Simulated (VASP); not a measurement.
Write the native input for VASP 6.6.1 that does the following.

```
Task                   : band structure
Functional             : RPBE
Potentials or basis    : VASP PAW PBE potentials, release 64 (Zr_sv)
Cutoff                 : 520 eV
k mesh                 : 9 × 9 × 5
Occupations            : fermi-dirac, width 0.05 eV
Spin                   : no spin polarisation
Further INCAR settings : ALGO = Fast; EDIFF = 1e-07; NBANDS = 19
```

The structure of Zr lies in POSCAR:

```
Zr
1.0
    3.2319982200      0.0000000000      0.0000000000
   -1.6159991100      2.7989925700      0.0000000000
    0.0000000000      0.0000000000      5.1470000000
Zr
2
Direct
    0.3346542400      0.6741300100      0.2538998500
    0.6653457600      0.3258699900      0.7461001500
```

The cell isn't the ideal one: atom 2 moved 0.06 Å.

One way to write it, as run:

INCAR

```
SYSTEM = Zr
PREC = Accurate
ENCUT = 520
EDIFF = 1E-7
ISMEAR = -1
SIGMA = 0.05
LREAL = .False.
LASPH = .True.
NELM = 100
ALGO = Fast
ISIF = 2
LWAVE = .False.
LCHARG = .False.
LMAXMIX = 4
GGA = RP
NBANDS = 19
```

KPOINTS

```
Automatic mesh
0
Gamma
  9 9 5
  0 0 0
```

KPOINTS_OPT

```
path GMKGALHA,LM,KH
10
line-mode
reciprocal
 0.0000000000  0.0000000000  0.0000000000  G
 0.5000000000  0.0000000000  0.0000000000  M

 0.5000000000  0.0000000000  0.0000000000  M
 0.3333333333  0.3333333333  0.0000000000  K

 0.3333333333  0.3333333333  0.0000000000  K
 0.0000000000  0.0000000000  0.0000000000  G

 0.0000000000  0.0000000000  0.0000000000  G
 0.0000000000  0.0000000000  0.5000000000  A

 0.0000000000  0.0000000000  0.5000000000  A
 0.5000000000  0.0000000000  0.5000000000  L

 0.5000000000  0.0000000000  0.5000000000  L
 0.3333333333  0.3333333333  0.5000000000  H

 0.3333333333  0.3333333333  0.5000000000  H
 0.0000000000  0.0000000000  0.5000000000  A

 0.5000000000  0.0000000000  0.5000000000  L
 0.5000000000  0.0000000000  0.0000000000  M

 0.3333333333  0.3333333333  0.0000000000  K
 0.3333333333  0.3333333333  0.5000000000  H
```

Potentials or basis: VASP PAW PBE potentials, release 64 (Zr_sv).

Launch:

```bash
$ cat potpaw_PBE.64/Zr_sv/POTCAR > POTCAR
$ mpirun -np 1 vasp_std > vasp.out
```

Results of the run:

* Pressure: 2.8 GPa
* Largest force: 0.172 eV/Å
* Band gap along the path: none (metal or under the smearing width)

Caveat: the PAW data sets were made with another functional, which shifts forces and pressure a little.

Run time: 4.9 min on 1 thread of AMD EPYC 7R13 Processor (Zen 3), with other jobs on the host, peak memory 0.32 GiB.
